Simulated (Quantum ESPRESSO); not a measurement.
# Ce under changes of volume

One of the cells (29.942 Å³/atom); the others are scaled copies at fixed shape and fractional positions:

```
Ce
1.0
    -1.95617    1.95617    1.95617
     1.95617   -1.95617    1.95617
     1.95617    1.95617   -1.95617
Ce
1
Direct
  0.00000 0.00000 0.00000
```

This isn't the form of Ce at room conditions, which is fcc.

| Item | Value |
| --- | --- |
| Program | Quantum ESPRESSO 7.5 |
| Functional | PBE |
| Potentials or basis | SSSP 1.3 efficiency PBE |
| Cutoff | 748 eV |
| Density cutoff | 5987 eV |
| k mesh | 10 × 10 × 10 |
| Occupations | fermi-dirac, width 0.05 eV |
| Spin | collinear spin, ferromagnetic start |
| Starting moments | [1.0] μB |

```tsv
volume (Å³/atom)	energy over the lowest point (meV/atom)	pressure (GPa)	moment (μB per cell)
28.181	0.00	-0.4	0.47
28.768	2.92	-0.3	0.82
29.355	4.63	-0.3	1.04
29.942	6.09	-0.5	1.21
30.529	?	?	?
31.116	10.30	-1.0	1.41
```

**Question.** What does the run at 30.529 Å³/atom give?

**Answer.** Energy over the lowest point 7.74 meV/atom; pressure -0.7 GPa; moment 1.33 μB per cell.

Worked out: A Birch-Murnaghan fit of order 3 (a polynomial in V^(-2/3)) to the other rows has no minimum within the range. It gives 7.78 meV/atom at 30.529 Å³/atom, against the run's 7.74, and -dE/dV = -0.6 GPa, against -0.7. A parabola through the other rows of the moment, of slope 0.153 μB per Å³/atom there, gives 1.35 μB, against the run's 1.33.

Energies are extrapolated to zero smearing.

Caveats: the magnetic or orbital state may not be the lowest.
